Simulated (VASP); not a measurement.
# Cd (Fm-3m) in VASP: notebook

Aim: see how the results for Cd move with the level of theory and the settings. Levels: B3LYP+D3(BJ), PBE0+TS. Tasks: hyperfine couplings, optical spectrum.

Program: VASP 6.6.1. These are calculated values, not measurements. Logs are shortened: lines on timing, memory, paths and dates and some standing lists are left out, and cuts for length are marked.

## 1. The undisturbed crystal

The structure is cubic, space group Fm-3m (No. 225). Conventional cell: a = 4.436 Å, b = 4.436 Å, c = 4.436 Å, α = 90.00°, β = 90.00°, γ = 90.00°. Cd (site symmetry m-3m) has 12 Cd at 3.14 Å as nearest neighbours.

This isn't the form of Cd at room conditions, which is hcp.

## 2. Hyperfine couplings, B3LYP+D3(BJ), collinear spin, ferromagnetic start (cell strained at random at fixed volume)

POSCAR reads:

```
Cd
3.0814
    0.025454663465      0.722174336341      0.691230284935
    0.747604984747      0.009212046472      0.707473226456
    0.751174466152      0.741986759265      0.005642240540
Cd
1
Direct
   -0.0616910000      0.0091110000      0.0124530000
```

INCAR.step1 reads:

```
PREC = Accurate
ENCUT = 520
EDIFF = 1E-5
ISMEAR = 1
SIGMA = 0.2
LREAL = F
LASPH = T
NELM = 60
ALGO = Normal
ISIF = 2
LWAVE = T
LCHARG = F
ISPIN = 2
MAGMOM = 0.5
LORBIT = 11
MAXMIX = 5
GGA = PE
```

INCAR.step2 reads:

```
PREC = Accurate
ENCUT = 520
EDIFF = 1E-7
ISMEAR = 1
SIGMA = 0.2
LREAL = F
LASPH = T
NELM = 60
ALGO = Normal
ISIF = 2
LWAVE = F
LCHARG = F
ISPIN = 2
MAGMOM = 0.5
LORBIT = 11
GGA = B3
LHFCALC = T
AEXX = 0.2
AGGAX = 0.72
AGGAC = 0.81
ALDAC = 0.19
PRECFOCK = Fast
IVDW = 12
LHYPERFINE = T
MAXMIX = 5
ISTART = 1
```

KPOINTS reads:

```
regular mesh
0
Monkhorst-Pack
  5 5 5
```

Potentials or basis: VASP PAW PBE potentials, release 64 (Cd).

Launch:

```sh
$ cat potpaw_PBE.64/Cd/POTCAR > POTCAR
$ cp INCAR.step1 INCAR
$ mpirun -np 1 vasp_std > vasp.out
$ cp INCAR.step2 INCAR
$ mpirun -np 1 vasp_std > vasp.out
```

OUTCAR:

```text
PREC = Accurate
   ENCUT = 520
   EDIFF = 1E-7
   ISMEAR = 1
   LREAL = F
   LASPH = T
   NELM = 60
   ISIF = 2
   ISPIN = 2
   LORBIT = 11
   GGA = B3
   LHFCALC = T
   AEXX = 0.2
   PRECFOCK = Fast
   IVDW = 12
   ISTART = 1
 IVDW          = 12

 ion  position               nearest neighbor table
   1  0.938  0.009  0.012-

  LATTYP: Found a triclinic cell.
 ALAT       =     5.5401411170
 B/A-ratio  =     0.5872640004
 C/A-ratio  =     0.7749320565
 COS(alpha) =     0.0111713861
 COS(beta)  =     0.3881273516
 COS(gamma) =     0.8816572593

  Lattice vectors:

 A1 = (  -2.3931050000,  -4.5116660000,  -2.1473430000)
 A2 = (  -2.3146690000,  -2.2863580000,  -0.0173860000)
 A3 = (  -0.0674370000,   0.0326640000,  -4.2925790000)

Analysis of symmetry for initial positions (statically):
=====================================================================
 Subroutine PRICEL returns:
 Original cell was already a primitive cell.

 Routine SETGRP: Setting up the symmetry group for a
 triclinic supercell.

 Subroutine GETGRP returns: Found  2 space group operations
 (whereof  1 operations were pure point group operations)
 out of a pool of  2 trial point group operations.

The static configuration has the point symmetry C_1 .
 The point group associated with its full space group is S_2 .

Analysis of symmetry for dynamics (positions and initial velocities):
=====================================================================
 Subroutine PRICEL returns:
 Original cell was already a primitive cell.

 Routine SETGRP: Setting up the symmetry group for a
 triclinic supercell.

 Subroutine GETGRP returns: Found  2 space group operations
 (whereof  1 operations were pure point group operations)
 out of a pool of  2 trial point group operations.

The dynamic configuration has the point symmetry C_1 .
 The point group associated with its full space group is S_2 .

Analysis of structural, dynamic, and magnetic symmetry:
=====================================================================
 Subroutine PRICEL returns:
 Original cell was already a primitive cell.

 Routine SETGRP: Setting up the symmetry group for a
 triclinic supercell.

 Subroutine GETGRP returns: Found  2 space group operations
 (whereof  1 operations were pure point group operations)
 out of a pool of  2 trial point group operations.

The overall configuration has the point symmetry C_1 .
 The point group associated with its full space group is S_2 .

 Subroutine INISYM returns: Found  2 space group operations
 (whereof  1 operations are pure point group operations),
 and found     1 'primitive' translations

----------------------------------------------------------------------------------------

                                     Primitive cell

  volume of cell :      21.8274

  direct lattice vectors                    reciprocal lattice vectors
     0.078436000  2.225308000  2.129957000    -0.228326718  0.229341960  0.238292387
     2.303670000  0.028386000  2.180008000     0.221334131 -0.225806794  0.227764739
     2.314669000  2.286358000  0.017386000     0.219482024  0.216962197 -0.234757323

  length of vectors
     3.081373837  3.171771763  3.253525435     0.401888151  0.389684850  0.387757598

  position of ions in fractional coordinates (direct lattice)
     0.938309000  0.009111000  0.012453000

  ion indices of the primitive-cell ions
   primitive index   ion index
                 1           1

----------------------------------------------------------------------------------------

 KPOINTS: regular mesh

Automatic generation of k-mesh.
 Grid dimensions read from file:
 generate k-points for:    5    5    5
[... 77 lines left out ...]
   EMIN   =  10.00;   EMAX   =-10.00  energy-range for DOS
   EFERMI =   0.00;   METHOD = LEGACY
   ISMEAR =     1;   SIGMA  =   0.20  broadening in eV -4-tet -1-fermi 0-gaus
   EFERMI_NEDOS =   21; number of points for ismear=-14 and -15
   IALGO  =     38    algorithm
   IMIX   =      1    mixing-type and parameters
     AMIX     =   0.40;   BMIX     =  1.00
     AMIX_MAG =   1.60;   BMIX_MAG =  1.00
  volume/ion in A,a.u.               =      21.83       147.30
  Fermi-wavevector in a.u.,A,eV,Ry     =   1.341120  2.534350 24.471486  1.798604
  Thomas-Fermi vector in A             =   2.469379
   LORBIT       =     11    0 simple, 1 ext, 2 COOP (PROOUT), +10 PAW based schemes
   GGA     = B3    functional components
   LHFCALC =     T    Hartree Fock is set to
   PRECFOCK=fast      Normal, Fast or Accurate (Low or Medium for compatibility)
   ENCUT4O =  -1.0   cutoff for four orbital integrals eV
   NKREDX  =     1    reduce k-point grid by
   NKREDY  =     1    reduce k-point grid by
   NKREDZ  =     1    reduce k-point grid by
   AEXX    =    0.2000 exact exchange contribution
   HFSCREEN=    0.0000 screening length (either q_TF or 0.3 A-1)
   HFSCREENC=   0.0000 screening length for correlation (either q_TF or 0.3 A-1)
   ENCUTFOCK=  -1.0 apply spherical cutoff to Coloumb kernel
   IVDW    =    12    specifies the selected vdW correction
   LEPSILON=     F    determine dielectric tensor
   LRPA    =     F    only Hartree local field effects (RPA)
 spin polarized calculation
 Methfessel and Paxton  Order N= 1 SIGMA  =   0.20
  energy-cutoff  :      520.00
  volume of cell :       21.83
 maximum number of plane-waves:       597
  NGX = 14; NGY = 14; NGZ = 14

 number of electron      11.9999999 magnetization      -0.0032735

 Free energy of the ion-electron system (eV)
  ---------------------------------------------------
  ext. energy  EPLUGINS =         0.00000000
  ---------------------------------------------------
  free energy    TOTEN  =        -0.25250231 eV

  energy without entropy =       -0.25366307  energy(sigma->0) =       -0.25288923

 E-fermi :   2.8913     XC(G=0):  -8.7630

 val. band max:        2.8077373523   @ k =  -0.2000   0.4000   0.4000
 cond. band min:       3.2643942527   @ k =   0.0000  -0.4000   0.4000
 fundamental gap:      0.4566569003
 Fermi energy:         2.8912714096

 spin component 1

 k-point     1 :       0.0000    0.0000    0.0000
  band No.  band energies     occupation
      1      -8.0176      1.00000
      2      -7.9052      1.00000
      3      -7.7718      1.00000
      4      -7.4914      1.00000
      5      -7.3467      1.00000
      6      -6.9631      1.00000
      7      17.8553      0.00000
      8      18.5118      0.00000
      9      18.8643      0.00000
     10      20.3828      0.00000
[... 287 lines left out ...]
 k-point    24 :      -0.0000    0.4000    0.2000
  band No.  band energies     occupation
      1      -8.2725      1.00000
      2      -7.9339      1.00000
      3      -7.5213      1.00000
      4      -7.4545      1.00000
      5      -7.0597      1.00000
      6      -2.5597      1.00000
      7       7.9065      0.00000
      8      12.3746      0.00000
      9      13.7961      0.00000
     10      16.8776      0.00000

 [... further k-points ...]

 spin component 2

 k-point     1 :       0.0000    0.0000    0.0000
  band No.  band energies     occupation
      1      -8.0180      1.00000
      2      -7.9059      1.00000
      3      -7.7728      1.00000
      4      -7.4918      1.00000
      5      -7.3468      1.00000
      6      -6.9678      1.00000
      7      17.8504      0.00000
      8      18.5074      0.00000
      9      18.8641      0.00000
     10      20.3806      0.00000
[... 287 lines left out ...]
 k-point    24 :      -0.0000    0.4000    0.2000
  band No.  band energies     occupation
      1      -8.2727      1.00000
      2      -7.9346      1.00000
      3      -7.5222      1.00000
      4      -7.4551      1.00000
      5      -7.0603      1.00000
      6      -2.5668      1.00000
      7       7.9034      0.00000
      8      12.3697      0.00000
      9      13.7932      0.00000
     10      16.8743      0.00000

 [... further k-points ...]

------------------------ aborting loop because EDIFF is reached ----------------------------------------

 Edisp (eV)   -0.86633

 E8    (eV) :    -0.5938

  FORCE on cell =-STRESS in cart. coord.  units (eV):
  Direction    XX          YY          ZZ          XY          YZ          ZX
  --------------------------------------------------------------------------------------
  -------------------------------------------------------------------------------------
  Total       0.16717    -0.25463    -0.16921     0.33091     0.03423     0.02398
  in kB      12.27082   -18.69051   -12.42002    24.28942     2.51264     1.76041
  external pressure =       -6.28 kB  Pullay stress =        0.00 kB

 VOLUME and BASIS-vectors are now :
 -----------------------------------------------------------------------------
  energy-cutoff  :      520.00
  volume of cell :       21.83
      direct lattice vectors                 reciprocal lattice vectors
     0.078436000  2.225308000  2.129957000    -0.228326718  0.229341960  0.238292387
     2.303670000  0.028386000  2.180008000     0.221334131 -0.225806794  0.227764739
     2.314669000  2.286358000  0.017386000     0.219482024  0.216962197 -0.234757323

 POSITION                                       TOTAL-FORCE (eV/Angst)
 -----------------------------------------------------------------------------------
      0.12341      2.11676      2.01864         0.000000      0.000000     -0.000000
 -----------------------------------------------------------------------------------
    total drift:                               -0.000001     -0.000017      0.000004

  FREE ENERGIE OF THE ION-ELECTRON SYSTEM (eV)
  ---------------------------------------------------
  free  energy   TOTEN  =        -1.1188340721 eV

  energy  without entropy=       -1.1199948286  energy(sigma->0) =       -1.11922099

 Fermi contact (isotropic) hyperfine coupling parameter (MHz)
 -------------------------------------------------------------
  ion      A_pw      A_1PS     A_1AE     A_1c      A_tot
 -------------------------------------------------------------
   1       0.087     0.084    39.725    -0.722    39.728
 -------------------------------------------------------------

 Dipolar hyperfine coupling parameters (MHz)
 ---------------------------------------------------------------------
  ion      A_xx      A_yy      A_zz      A_xy      A_xz      A_yz
 ---------------------------------------------------------------------
   1    -105.863    53.294    52.569     4.555     3.452    -2.872
 ---------------------------------------------------------------------

 Total hyperfine coupling parameters after diagonalization (MHz)
 (convention: |A_zz| > |A_xx| > |A_yy|)
 ----------------------------------------------------------------------
  ion      A_xx      A_yy      A_zz     asymmetry (A_yy - A_xx)/ A_zz
 ----------------------------------------------------------------------
   1      89.965   -66.344    95.562      -1.636
 ---------------------------------------------------------------------

 total charge

# of ion       s       p       d       tot
------------------------------------------
    1        0.553   0.283   9.533  10.369

 magnetization (x)

# of ion       s       p       d       tot
------------------------------------------
    1        0.000  -0.001  -0.000  -0.001
```

Wall time 24 min (1 thread of Intel Xeon Platinum 8259CL at 2.50GHz (Skylake/Cascade Lake), shared host); peak memory 0.17 GiB.

What came out:

| Item | Value |
| --- | --- |
| Free energy | -1.1188 eV |
| Pressure | -0.6 GPa |
| Net moment | 0.00 μB per cell |
| Valence electrons inside the program's atomic spheres | Cd 10.37 |
| Dispersion energy per atom | -0.866 eV |

Hyperfine coupling, principal values (MHz):
| atom | values |
| --- | --- |
| 1 Cd | 90.0, -66.3, 95.6 |

Caveat: the k mesh is coarse (spacing up to 0.51 Å⁻¹), so the values aren't converged, least of all with exact exchange; the PAW data sets were made with another functional, which shifts forces and pressure a little; pairwise dispersion overbinds metals, which lowers pressure and volume.

## 3. Optical spectrum, PBE0+TS (volume scaled by 0.88)

POSCAR reads:

```
Cd
1.0
    0.0000000000      2.1256173516      2.1256173516
    2.1256173516      0.0000000000      2.1256173516
    2.1256173516      2.1256173516      0.0000000000
Cd
1
Direct
    0.0000000000      0.0000000000      0.0000000000
```

INCAR.step1 reads:

```
PREC = Accurate
ENCUT = 520
EDIFF = 1E-5
ISMEAR = 0
SIGMA = 0.1
LREAL = False
LASPH = True
NELM = 100
ALGO = Normal
ISIF = 2
LWAVE = True
LCHARG = False
NBANDS = 30
GGA = PE
```

INCAR.step2 reads:

```
PREC = Accurate
ENCUT = 520
EDIFF = 1E-6
ISMEAR = 0
SIGMA = 0.1
LREAL = False
LASPH = True
NELM = 100
ALGO = Normal
ISIF = 2
LWAVE = False
LCHARG = False
GGA = PE
LHFCALC = True
AEXX = 0.25
PRECFOCK = Fast
IVDW = 2
LOPTICS = True
NBANDS = 30
NEDOS = 2000
CSHIFT = 0.1
ISTART = 1
```

KPOINTS reads:

```
regular mesh
0
Gamma
  5 5 5
```

Potentials or basis: VASP PAW PBE potentials, release 64 (Cd).

Launch:

```sh
$ cat potpaw_PBE.64/Cd/POTCAR > POTCAR
$ cp INCAR.step1 INCAR
$ mpirun -np 1 vasp_std > vasp.out
$ cp INCAR.step2 INCAR
$ mpirun -np 1 vasp_std > vasp.out
```

OUTCAR:

```text
PREC = Accurate
   ENCUT = 520
   EDIFF = 1E-6
   ISMEAR = 0
   LREAL = False
   LASPH = True
   NELM = 100
   ISIF = 2
   GGA = PE
   LHFCALC = True
   AEXX = 0.25
   PRECFOCK = Fast
   IVDW = 2
   ISTART = 1
  IVDW =   2

 ion  position               nearest neighbor table
   1  0.000  0.000  0.000-

  LATTYP: Found a face centered cubic cell.
 ALAT       =     4.2512347032

  Lattice vectors:

 A1 = (   0.0000000000,   2.1256173516,   2.1256173516)
[... 439 lines left out ...]
     0.00000     0.00000     0.00000     0.00000     0.00000     0.00000     0.00000
     0.90812     0.15979     0.15979     0.15979    -0.00000    -0.00000    -0.00000
     1.81624     0.55232     0.55232     0.55232    -0.00000    -0.00000    -0.00000
     2.72436     4.13007     4.13007     4.13007    -0.00000    -0.00000    -0.00000
     3.63248    25.83507    25.83507    25.83507    -0.00000     0.00000    -0.00000
     4.54060     1.85055     1.85055     1.85055    -0.00000    -0.00000    -0.00000
[... 92 lines left out ...]
    88.99576     0.00059     0.00059     0.00059     0.00000     0.00000    -0.00000
    89.90388     0.00055     0.00055     0.00055     0.00000     0.00000    -0.00000

  frequency dependent      REAL DIELECTRIC FUNCTION (independent particle, no local field effects) density-density
     E(ev)        X           Y           Z          XY          YZ          ZX
  --------------------------------------------------------------------------------------------------------------
     0.00000    10.38118    10.38118    10.38118    -0.00000    -0.00000    -0.00000
     0.90812    11.05093    11.05093    11.05093    -0.00000    -0.00000    -0.00000
     1.81624    13.89014    13.89014    13.89014    -0.00000    -0.00000    -0.00000
     2.72436    27.14760    27.14760    27.14760    -0.00000    -0.00000    -0.00000
     3.63248   -34.93278   -34.93278   -34.93278     0.00000     0.00000     0.00000
     4.54060   -11.13213   -11.13213   -11.13213     0.00000     0.00000     0.00000
[... 92 lines left out ...]
    88.99576     0.84287     0.84287     0.84287     0.00000     0.00000     0.00000
    89.90388     0.84803     0.84803     0.84803     0.00000     0.00000     0.00000

  frequency dependent IMAGINARY DIELECTRIC FUNCTION (independent particle, no local field effects) current-current
     E(ev)      X         Y         Z        XY        YZ        ZX
  --------------------------------------------------------------------------------------------------------------
     0.00000    41.38786    41.38786    41.38786    -0.00000    -0.00000     0.00000
     0.90812     2.37706     2.37706     2.37706    -0.00000    -0.00000     0.00000
     1.81624     1.97734     1.97734     1.97734    -0.00000    -0.00000     0.00000
     2.72436     6.11340     6.11340     6.11340    -0.00000    -0.00000     0.00000
     3.63248    23.30260    23.30260    23.30260    -0.00000    -0.00000     0.00000
     4.54060     1.30322     1.30322     1.30322    -0.00000    -0.00000     0.00000
[... 92 lines left out ...]
    88.99576     0.00023     0.00023     0.00023    -0.00000    -0.00000     0.00000
    89.90388     0.00021     0.00021     0.00021    -0.00000    -0.00000     0.00000

  frequency dependent      REAL DIELECTRIC FUNCTION (independent particle, no local field effects) current-current
     E(ev)        X           Y           Z          XY          YZ          ZX
  --------------------------------------------------------------------------------------------------------------
     0.00000    10.36438    10.36438    10.36438    -0.00000    -0.00000     0.00000
     0.90812    11.02986    11.02986    11.02986    -0.00000    -0.00000     0.00000
     1.81624    13.85518    13.85518    13.85518    -0.00000    -0.00000     0.00000
     2.72436    26.97509    26.97509    26.97509    -0.00000    -0.00000     0.00000
     3.63248   -36.11424   -36.11424   -36.11424     0.00000     0.00000    -0.00000
     4.54060   -11.16900   -11.16900   -11.16900     0.00000     0.00000    -0.00000
[... 92 lines left out ...]
    88.99576     0.84287     0.84287     0.84287     0.00000     0.00000    -0.00000
    89.90388     0.84803     0.84803     0.84803     0.00000     0.00000    -0.00000
```

Run time: 4.2 min. Hardware: 1 thread of Intel Xeon Platinum 8259CL at 2.50GHz (Skylake/Cascade Lake), shared host; peak memory 0.15 GiB.

Results:

```yaml
Free_energy: -1.2602 eV
Pressure: 2.7 GPa
Band_gap_on_the_k_mesh: 1.02 eV, indirect (least direct gap 3.17 eV)
Dispersion_energy_per_atom: -0.451 eV
```

Dielectric function (mean over the directions given):
| energy (eV) | real part | imaginary part |
| --- | --- | --- |
| 0.27 | 10.44 | 0.04 |
| 0.91 | 11.05 | 0.16 |
| 1.54 | 12.65 | 0.38 |
| 2.27 | 17.55 | 1.20 |
| 2.91 | 36.75 | 10.18 |
| 3.63 | -34.93 | 25.84 |
| 4.27 | -17.79 | 7.21 |
| 4.99 | -6.24 | 0.69 |
| 5.63 | -3.29 | 0.32 |
| 6.36 | -1.51 | 0.23 |
| 6.99 | -0.77 | 0.18 |
| 7.72 | 0.25 | 0.64 |
| 8.35 | 0.12 | 0.14 |
| 9.08 | 1.33 | 0.58 |
| 9.72 | 0.39 | 0.30 |
| 10.44 | 0.50 | 0.15 |
| 11.08 | 1.16 | 0.47 |
| 11.81 | 0.63 | 0.50 |
| 12.44 | 0.99 | 0.68 |
| 13.17 | 1.03 | 0.10 |
| 13.80 | 1.59 | 0.42 |
| 14.53 | 1.49 | 0.93 |
| 15.17 | 1.06 | 1.51 |
| 15.89 | 1.81 | 0.75 |
| 16.53 | 1.30 | 0.97 |
| 17.25 | 0.90 | 0.84 |
| 17.89 | 0.78 | 0.51 |
| 18.62 | 1.49 | 0.51 |
| 19.25 | 2.11 | 1.22 |
| 19.98 | 0.59 | 1.05 |

Caveat: the k mesh is coarse (spacing up to 0.51 Å⁻¹), so the values aren't converged, least of all with exact exchange; spectra need much finer meshes, so this one isn't converged; independent-particle spectra lack excitons; the PAW data sets were made with another functional, which shifts forces and pressure a little; an odd mesh through Γ misses points on the zone boundary, where band edges often lie.
